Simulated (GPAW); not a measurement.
# TiO2 (P4_2/mnm) in GPAW: further runs

The runs below take TiO2 through band structure, with PBE, PBE+U.

Everything below comes from runs of GPAW 26.7.0. Logs are shortened: lines on timing, memory, paths and dates and some standing lists are left out, and cuts for length are marked. The log counts tension as positive stress, the text compression.

**Experimental background.**

From “Shallow Valence Band of Rutile GeO2 and P-type Doping”, 2020, arxiv:2011.08928, for a bulk crystal of TiO2 at 1.6 K: band gap 3.03 eV (direct).

How close the calculation comes is told below.

## 1. Starting point

It takes space group P4_2/mnm (No. 136, tetragonal). The conventional cell has a = 4.600 Å, b = 4.600 Å, c = 2.959 Å, α = 90.00°, β = 90.00°, γ = 90.00°. Ti (site symmetry mmm) is surrounded by 6 O at 1.95 to 1.98 Å. O (site symmetry m2m) is surrounded by 3 Ti at 1.95 to 1.98 Å.

The cell is a database's computed one.

## 2. Band structure, PBE

Input file run.py:

```python
from ase.dft.bandgap import bandgap
from ase.io import read, write
from ase.units import GPa
from gpaw import GPAW, PW

atoms = read('TiO2.xyz')

calc = GPAW(mode=PW(800),
            xc='PBE',
            kpts={'size': (4, 4, 7), 'gamma': True},
            occupations={'name': 'fermi-dirac', 'width': 0.05},
            nbands=43,
            convergence={'density': 1e-05, 'energy': 1e-05},
            maxiter=150,
            txt='gpaw.txt')
atoms.calc = calc
energy = atoms.get_potential_energy()
forces = atoms.get_forces()
stress = atoms.get_stress()
calc.write('gs.gpw')
write('result.traj', atoms)
print(f'Energy: {energy:.6f} eV')
print('Forces (eV/A):')
print(forces.round(4))
print('Stress (GPa):', (stress / GPa).round(3))
print('Fermi level:', round(calc.get_fermi_level(), 4), 'eV')
print(f'Gap: {bandgap(calc)[0]:.4f} eV, direct: {bandgap(calc, direct=True)[0]:.4f} eV')

path = atoms.cell.bandpath('GXMGZRAZ,XR,MA', npoints=100, eps=1e-4)
bs_calc = calc.fixed_density(kpts=path, symmetry='off', nbands=61,
                             convergence={'bands': 'CBM+6.0', 'eigenstates': 1e-6}, txt='bands.txt')
bs = bs_calc.band_structure()
bs.write('bs.json')
print(f'Gap on the path: {bandgap(bs_calc)[0]:.4f} eV')
```

Input file TiO2.xyz:

```xyz
6
Lattice="4.5998373239 0.0000000000 0.0000000000 0.0000000000 4.5998373239 0.0000000000 0.0000000000 0.0000000000 2.9592135600" Properties=species:S:1:pos:R:3 pbc="T T T"
Ti     0.0000000000      0.0000000000      1.4796067800
Ti     2.2999186620      2.2999186620      0.0000000000
O      1.3998285662      1.3998285662      1.4796067800
O      0.9000900958      3.6997472281      0.0000000000
O      3.6997472281      0.9000900958      0.0000000000
O      3.2000087577      3.2000087577      1.4796067800
```

Potentials or basis: GPAW PAW data sets (gpaw-data 1.2.1), pw.

Run with:

```console
$ OMP_NUM_THREADS=1 python run.py
```

gpaw.txt:

```text
__  _  _
 | _ |_)|_||  |
 |__||  | ||/\| - 26.7.0

Input parameters:
  mode=PW(ecut=800.0),
  convergence={'density': 1e-05, 'energy': 1e-05},
  kpts=MonkhorstPack(size=(4, 4, 7), gamma=True),
  maxiter=150,
  nbands=43,
  occupations=Occupations(name='fermi-dirac', width=0.05),
  xc=XC(name='PBE')

Diagonalizing LCAO Hamiltonian
Converting LCAO to pw mode
    .----------.
   /|          |
  / |          |
 *  |      O   |
 |  .O---------.
 Ti/  O Ti    /
 |/       O  /
 *----------*

Atoms  # Å, Bohr magnetons
|   | symbol |        x |        y |        z |    initial magnetic moments |
|---|--------|----------|----------|----------|-----------------------------|
| 0 |     Ti | 0.000000 | 0.000000 | 1.479607 | ( 0.0000,  0.0000,  0.0000) |
| 1 |     Ti | 2.299919 | 2.299919 | 0.000000 | ( 0.0000,  0.0000,  0.0000) |
| 2 |      O | 1.399829 | 1.399829 | 1.479607 | ( 0.0000,  0.0000,  0.0000) |
| 3 |      O | 0.900090 | 3.699747 | 0.000000 | ( 0.0000,  0.0000,  0.0000) |
| 4 |      O | 3.699747 | 0.900090 | 0.000000 | ( 0.0000,  0.0000,  0.0000) |
| 5 |      O | 3.200009 | 3.200009 | 1.479607 | ( 0.0000,  0.0000,  0.0000) |

Unit cell  # Å
| periodic |        x |        y |        z |  lengths |    angles |
|----------|----------|----------|----------|----------|-----------|
|      yes | 4.599837 | 0.000000 | 0.000000 | 4.599837 | 90.000000 |
|      yes | 0.000000 | 4.599837 | 0.000000 | 4.599837 | 90.000000 |
|      yes | 0.000000 | 0.000000 | 2.959214 | 2.959214 | 90.000000 |

Number of symmetries: 8
Symmetry operations  # r_c * U_cc + t_c -> r_c
|   | kind |            matrix            |
|---|------|------------------------------|
| 0 |  E   |  1, 0, 0,  0, 1, 0,  0, 0, 1 |
| 1 |  σ   |  1, 0, 0,  0, 1, 0,  0, 0,-1 |
| 2 |  σ   |  0, 1, 0,  1, 0, 0,  0, 0, 1 |
| 3 |  C2  |  0, 1, 0,  1, 0, 0,  0, 0,-1 |
| 4 |  σ   |  0,-1, 0, -1, 0, 0,  0, 0, 1 |
| 5 |  C2  |  0,-1, 0, -1, 0, 0,  0, 0,-1 |
| 6 |  C2  | -1, 0, 0,  0,-1, 0,  0, 0, 1 |
| 7 |  i   | -1, 0, 0,  0,-1, 0,  0, 0,-1 |

BZ-sampling:
  Number of BZ points: 112
  Number of IBZ points: 28

  Monkhorst-Pack size: [4, 4, 7]
  Monkhorst-Pack shift: [0.125, 0.125, 0.0]

K-points  # in reciprocal-cell coordinates
|     |                                coordinates |     weight |
|-----|--------------------------------------------|------------|
|   0 | (  0.00000000,   0.00000000,   0.00000000) | 0.00892857 |
|   1 | (  0.00000000,   0.00000000,   0.14285714) | 0.01785714 |
|   2 | (  0.00000000,   0.00000000,   0.28571429) | 0.01785714 |
|   3 | (  0.00000000,   0.00000000,   0.42857143) | 0.01785714 |
|   4 | (  0.25000000,  -0.25000000,   0.00000000) | 0.01785714 |
|   5 | (  0.25000000,  -0.25000000,   0.14285714) | 0.03571429 |
|   6 | (  0.25000000,  -0.25000000,   0.28571429) | 0.03571429 |
|   7 | (  0.25000000,  -0.25000000,   0.42857143) | 0.03571429 |
|   8 | (  0.25000000,   0.00000000,   0.00000000) | 0.03571429 |
|   9 | (  0.25000000,   0.00000000,   0.14285714) | 0.07142857 |
| ... |                                            |            |
|  27 | (  0.50000000,   0.50000000,   0.42857143) | 0.01785714 |

Plane wave coefficients: 3249
Cutoff: 800.0 eV

Spin-components: 1 (collinear spins)
Bands:           43
Projectors:      32
Spin-degeneracy: 2
Datatype:        complex128

Parallelization:
  kpt:    1
  domain: 1
  band:   1

Density:
  Valence electrons: 48.0
  Components: 1
  Grid points: [32 32 20]
  Charge: 0.0  # |e|

Potential:
  Grid points: [32 32 20]

species:
  Ti:
    name:    Titanium
    Z:       22.0
    valence: 12
    core:    10
    charge:  0.0  # [|e|]
    compensation charges:
      type: gauss
      rc: 0.38  # [Å]
      lmax: 2
    cutoffs:
      filter: 2.23  # [Å]
      core: 1.02  # [Å]
    projectors
    | kind |    occ | energy [eV] | rcut [Å] |
    |------|--------|-------------|----------|
    |   3s |  2.000 |     -62.623 |    1.270 |
    |   4s |  2.000 |      -4.466 |    1.270 |
    |   3p |  6.000 |     -38.862 |    1.058 |
    |   4p |  0.000 |      -1.466 |    1.058 |
    |   3d |  2.000 |      -4.258 |    1.058 |
    |    d |        |      22.953 |    1.058 |

    Using partial waves for Ti as LCAO basis

  O:
    name:    Oxygen
    Z:       8.0
    valence: 6
    core:    2
    charge:  0.0  # [|e|]
    compensation charges:
      type: gauss
      rc: 0.21  # [Å]
      lmax: 2
    cutoffs:
      filter: 1.17  # [Å]
      core: 0.83  # [Å]
    projectors
    | kind |    occ | energy [eV] | rcut [Å] |
    |------|--------|-------------|----------|
    |   2s |  2.000 |     -23.961 |    0.688 |
    |   2p |  4.000 |      -9.029 |    0.598 |
    |    s |        |       3.251 |    0.688 |
    |    p |        |      18.182 |    0.598 |
    |    d |        |       0.000 |    0.619 |

    Using partial waves for O as LCAO basis

Reference energy: -54611.437768  # eV

eigensolver:
  PPCG
  Converge bands: occupied
  niter=2

density mixing:
  MSR1-Mixer
  Pratt-step length: 0.05
  Maximum mixing coefficient: 0.75
  Old densities: 10
  SVD Regularization: 0.005
  Good broyden scale: 1.0
  Trust region scale: 1.0
  Backstep threshold: 4.0
  History deletion threshold: 6.0
  Fourier metric: weight=20.0, sigma=0.015

occupation numbers:
  Fermi-Dirac:
    width: 0.0500  # eV

poisson solver:
  ecut: 6400.0  # eV

xc functional:
  name: PBE with 2 nearest neighbor stencil

convergence criteria:
- Maximum integral of absolute [dens]ity change: 1e-05 electrons / valence electron
- Maximum [total energy] change in last 3 cyles: 1e-05 eV / valence electron
- Maximum integral of absolute [eigenst]ate change: 4e-08 eV^2 / valence electron
maximum number of iterations: 150

SCF iterations
|iter     | |      energy | eigst |  dens |
|---------|-|-------------|-------|-------|
|iter:   1| |  -61.495687 | +0.03 |       |
|iter:   2| |  -58.452413 | -1.81 | -0.78 |
|iter:   3| |  -52.871019 | -0.61 | -0.85 |
|iter:   4| |  -52.294403 | -1.76 | -1.28 |
|iter:   5| |  -52.255447 | -2.51 | -1.56 |
|iter:   6| |  -52.246359 | -3.47 | -1.96 |
|iter:   7| |  -52.246233 | -4.63 | -2.89 |
|iter:   8| |  -52.246292c| -5.57 | -3.38 |
|iter:   9| |  -52.246241c| -6.06 | -3.45 |
|iter:  10| |  -52.246242c| -7.18 | -4.07 |
|iter:  11| |  -52.246242c| -7.99c| -4.65 |
|iter:  12| |  -52.246242c| -8.00c| -4.89 |
|iter:  13| |  -52.246242c| -8.43c| -5.23c|

Converged in 13 steps
Energy contributions relative to reference atoms: (reference = -54611.437768)

Energy contributions:
  Kinetic:          60.056136
  Coulomb:         -69.757582
  Zero:              1.297108
  External:          0.000000
  Xc:              -43.841904
  Entropy:          -0.000000
  Spinorbit:         0.000000
  ----------------------------
  Free energy:     -52.246242
  Extrapolated:    -52.246242

dipole moment: (-14.836965, -14.836965, -26.139395)  # |e|*Ang

Fermi level: 6.520
Eigenvalues  # (at kpt = [0.000, 0.000, 0.000])
| band index |      eig [eV] | occ [0-2] |
|------------|---------------|-----------|
|          0 |       -51.265 |     2.000 |
|        ... |               |           |
|         16 |         1.815 |     2.000 |
|         17 |         3.058 |     2.000 |
|         18 |         3.058 |     2.000 |
|         19 |         3.629 |     2.000 |
|         20 |         4.905 |     2.000 |
|         21 |         5.158 |     2.000 |
[... 8 lines left out ...]
|         30 |        10.184 |     0.000 |
|         31 |        12.202 |     0.000 |
|        ... |               |           |
|         42 |        25.041 |     0.000 |

Gap: 1.873 eV
Transition (v -> c):
  (s=0, k=0, n=23, [0.00, 0.00, 0.00]) -> (s=0, k=0, n=24, [0.00, 0.00, 0.00])
No difference between direct/indirect transitions

Forces  # eV/Ang
|        x |        y |       z |
|----------|----------|---------|
|  0.00000 |  0.00000 | 0.00000 |  # Ti   0
|  0.00000 |  0.00000 | 0.00000 |  # Ti   1
| -0.01983 | -0.01983 | 0.00000 |  # O    2
|  0.01980 | -0.01980 | 0.00000 |  # O    3
| -0.01980 |  0.01980 | 0.00000 |  # O    4
|  0.01983 |  0.01983 | 0.00000 |  # O    5

Stress tensor  # eV/Ang^3
|         x |         y |         z |
|-----------|-----------|-----------|
| -0.033870 |  0.000000 |  0.000000 |
|  0.000000 | -0.033870 |  0.000000 |
|  0.000000 |  0.000000 | -0.032195 |

# Writing to gs.gpw (mode='')
```

Run time: 1.8 min. Hardware: 1 thread of Intel Xeon 6975P-C (Granite Rapids), shared host; peak memory 0.7 GiB.

Results:

- Free energy: -52.2462 eV
- Pressure: 5.3 GPa
- Largest force: 0.028 eV/Å
- Band gap on the k mesh: 1.87 eV, direct
- Band gap along the path: 1.87 eV, direct

Forces in eV/Å, atoms in the order of the input:
```
Ti   0.000  0.000  0.000
Ti   0.000  0.000  0.000
O   -0.020 -0.020  0.000
O    0.020 -0.020  0.000
O   -0.020  0.020  0.000
O    0.020  0.020  0.000
```

Levels at the corners of the path, in eV from the valence-band top:
| point | band 20 | band 21 | band 22 | band 23 | band 24 | band 25 | band 26 | band 27 | band 28 | band 29 |
| --- | --- | --- | --- | --- | --- | --- | --- | --- | --- | --- |
| Γ | -1.99 | -0.71 | -0.46 | -0.46 | 0.00 | 1.87 | 2.16 | 2.41 | 2.50 | 2.50 |
| X | -3.05 | -1.64 | -1.64 | -0.74 | -0.74 | 2.54 | 2.54 | 3.03 | 3.03 | 3.56 |
| M | -2.18 | -1.31 | -1.31 | -1.08 | -1.08 | 1.91 | 1.91 | 2.53 | 2.53 | 3.83 |
| Γ | -1.99 | -0.71 | -0.46 | -0.46 | 0.00 | 1.87 | 2.16 | 2.41 | 2.50 | 2.50 |
| Z | -2.76 | -2.36 | -2.36 | -1.43 | -1.43 | 2.98 | 2.98 | 3.18 | 3.18 | 3.66 |
| R | -2.38 | -2.03 | -2.03 | -1.04 | -1.04 | 1.92 | 1.92 | 3.21 | 3.21 | 3.91 |
| A | -2.73 | -1.29 | -1.29 | -0.67 | -0.67 | 2.60 | 2.60 | 3.21 | 3.21 | 3.23 |
| Z | -2.76 | -2.36 | -2.36 | -1.43 | -1.43 | 2.98 | 2.98 | 3.18 | 3.18 | 3.66 |
| X | -3.05 | -1.64 | -1.64 | -0.74 | -0.74 | 2.54 | 2.54 | 3.03 | 3.03 | 3.56 |
| R | -2.38 | -2.03 | -2.03 | -1.04 | -1.04 | 1.92 | 1.92 | 3.21 | 3.21 | 3.91 |
| M | -2.18 | -1.31 | -1.31 | -1.08 | -1.08 | 1.91 | 1.91 | 2.53 | 2.53 | 3.83 |
| A | -2.73 | -1.29 | -1.29 | -0.67 | -0.67 | 2.60 | 2.60 | 3.21 | 3.21 | 3.23 |

## 3. Band structure, PBE+U

Edit run.py of step 2 so:

```diff
@@ -11,2 +11,3 @@
             occupations={'name': 'fermi-dirac', 'width': 0.05},
+            setups={'Ti': ':d,1.0'},
             nbands=43,
```

TiO2.xyz is that of step 2.

Potentials or basis: GPAW PAW data sets (gpaw-data 1.2.1), pw.

Run with:

```console
$ OMP_NUM_THREADS=1 python run.py
```

It took 1.9 min on 1 thread of Intel Xeon 6975P-C (Granite Rapids), shared host; peak memory 0.7 GiB.

The run converged. Its results:

- Free energy: -50.8790 eV
- Pressure: 6.4 GPa
- Largest force: 0.042 eV/Å
- Band gap on the k mesh: 2.02 eV, direct
- Band gap along the path: 2.02 eV, direct

Forces on the atoms (eV/Å):
```
Ti   0.000  0.000  0.000
Ti   0.000  0.000  0.000
O   -0.030 -0.030  0.000
O    0.030 -0.030  0.000
O   -0.030  0.030  0.000
O    0.030  0.030  0.000
```

Stress tensor (GPa, compression positive):
```
6.14 0.00 0.00
0.00 6.14 0.00
0.00 0.00 6.90
```

Levels at the corners of the path, in eV from the valence-band top:
| point | band 22 | band 23 | band 24 | band 25 | band 26 | band 27 |
| --- | --- | --- | --- | --- | --- | --- |
| Γ | -0.48 | -0.48 | 0.00 | 2.02 | 2.29 | 2.56 |
| X | -1.66 | -0.75 | -0.75 | 2.68 | 2.68 | 3.19 |
| M | -1.35 | -1.11 | -1.11 | 2.05 | 2.05 | 2.68 |
| Γ | -0.48 | -0.48 | 0.00 | 2.02 | 2.29 | 2.56 |
| Z | -2.36 | -1.45 | -1.45 | 3.12 | 3.12 | 3.37 |
| R | -2.03 | -1.05 | -1.05 | 2.06 | 2.06 | 3.40 |
| A | -1.28 | -0.69 | -0.69 | 2.74 | 2.74 | 3.34 |
| Z | -2.36 | -1.45 | -1.45 | 3.12 | 3.12 | 3.37 |
| X | -1.66 | -0.75 | -0.75 | 2.68 | 2.68 | 3.19 |
| R | -2.03 | -1.05 | -1.05 | 2.06 | 2.06 | 3.40 |
| M | -1.35 | -1.11 | -1.11 | 2.05 | 2.05 | 2.68 |
| A | -1.28 | -0.69 | -0.69 | 2.74 | 2.74 | 3.34 |

## 4. Band structure, PBE+U

Edit run.py of step 3 so:

```diff
@@ -11,3 +11,3 @@
             occupations={'name': 'fermi-dirac', 'width': 0.05},
-            setups={'Ti': ':d,1.0'},
+            setups={'Ti': ':d,2.0'},
             nbands=43,
```

TiO2.xyz is that of step 3.

Run with:

```console
$ OMP_NUM_THREADS=1 python run.py
```

Wall time 1.8 min (1 thread of Intel Xeon 6975P-C (Granite Rapids), shared host); peak memory 0.7 GiB.

Results (log left out):

```yaml
Free_energy: -49.5450 eV
Pressure: 7.5 GPa
Largest_force: 0.056 eV/Å
Band_gap_on_the_k_mesh: 2.18 eV, direct
Band_gap_along_the_path: 2.18 eV, direct
```

Forces in eV/Å, atoms in the order of the input:
```
Ti   0.000  0.000  0.000
Ti   0.000  0.000  0.000
O   -0.040 -0.040  0.000
O    0.040 -0.040  0.000
O   -0.040  0.040  0.000
O    0.040  0.040  0.000
```

Stress tensor (GPa, compression positive):
```
6.89 0.00 0.00
0.00 6.89 0.00
0.00 0.00 8.68
```

Levels at the corners of the path, in eV from the valence-band top:
| point | band 21 | band 22 | band 23 | band 24 | band 25 | band 26 | band 27 | band 28 |
| --- | --- | --- | --- | --- | --- | --- | --- | --- |
| Γ | -0.77 | -0.49 | -0.49 | 0.00 | 2.18 | 2.43 | 2.73 | 2.82 |
| X | -1.68 | -1.68 | -0.76 | -0.76 | 2.83 | 2.83 | 3.36 | 3.36 |
| M | -1.38 | -1.38 | -1.14 | -1.14 | 2.20 | 2.20 | 2.85 | 2.85 |
| Γ | -0.77 | -0.49 | -0.49 | 0.00 | 2.18 | 2.43 | 2.73 | 2.82 |
| Z | -2.36 | -2.36 | -1.46 | -1.46 | 3.27 | 3.27 | 3.57 | 3.57 |
| R | -2.03 | -2.03 | -1.07 | -1.07 | 2.22 | 2.22 | 3.60 | 3.60 |
| A | -1.28 | -1.28 | -0.71 | -0.71 | 2.90 | 2.90 | 3.49 | 3.49 |
| Z | -2.36 | -2.36 | -1.46 | -1.46 | 3.27 | 3.27 | 3.57 | 3.57 |
| X | -1.68 | -1.68 | -0.76 | -0.76 | 2.83 | 2.83 | 3.36 | 3.36 |
| R | -2.03 | -2.03 | -1.07 | -1.07 | 2.22 | 2.22 | 3.60 | 3.60 |
| M | -1.38 | -1.38 | -1.14 | -1.14 | 2.20 | 2.20 | 2.85 | 2.85 |
| A | -1.28 | -1.28 | -0.71 | -0.71 | 2.90 | 2.90 | 3.49 | 3.49 |

## 5. The runs side by side

| level | U | gap on the mesh (eV) | pressure (GPa) | largest force (eV/Å) |
| --- | --- | --- | --- | --- |
| PBE | - | 1.87 | 5.3 | 0.03 |
| PBE+U | Ti d U = 1 eV | 2.02 | 6.4 | 0.04 |
| PBE+U | Ti d U = 2 eV | 2.18 | 7.5 | 0.06 |

Alike in all rows: task band structure; potentials or basis GPAW PAW data sets (gpaw-data 1.2.1), pw; no spin polarisation; cell as given; k mesh 4 × 4 × 7; cutoff (eV) 800; smearing fermi-dirac 0.05 eV.

On the cell as given the gap runs from 1.87 eV (PBE) to 2.18 eV (PBE+U). The pressure there spans 5.3 GPa (PBE) to 7.5 GPa (PBE+U); a positive pressure means that this level wants a larger cell, a negative one a smaller.

Total energies depend on the potentials used, so only differences within one code and one set of settings carry meaning.

## 6. Against experiment

Step 2. A measured gap of TiO2 is 3.03 eV (direct; 1.6 K; quoted in “Shallow Valence Band of Rutile GeO2 and P-type Doping”, 2020, arxiv:2011.08928); the calculated 1.87 eV misses it by -1.16 eV. 2 values of this kind are on record in papers (3.03 to 3.05 eV); this one was drawn at random among those near their median. The value is that of PBE, without temperature or zero-point motion. Semilocal functionals fall short of measured gaps as a rule. The cell is a database's relaxed one, not the measured one, which moves gaps too.

Step 3. Against the measured gap of TiO2, 3.03 eV (direct; 1.6 K; quoted in “Shallow Valence Band of Rutile GeO2 and P-type Doping”, 2020, arxiv:2011.08928), the calculated 2.02 eV is off by -1.01 eV. 2 values of this kind are on record in papers (3.03 to 3.05 eV); this one was drawn at random among those near their median. The value is that of PBE+U, without temperature or zero-point motion. The cell is a database's relaxed one, not the measured one, which moves gaps too.

Step 4. Measured gap of TiO2: 3.03 eV (direct; 1.6 K; quoted in “Shallow Valence Band of Rutile GeO2 and P-type Doping”, 2020, arxiv:2011.08928). This calculation gives 2.18 eV (-0.85 eV). 2 values of this kind are on record in papers (3.03 to 3.05 eV); this one was drawn at random among those near their median. The value is that of PBE+U, without temperature or zero-point motion. The cell is a database's relaxed one, not the measured one, which moves gaps too.
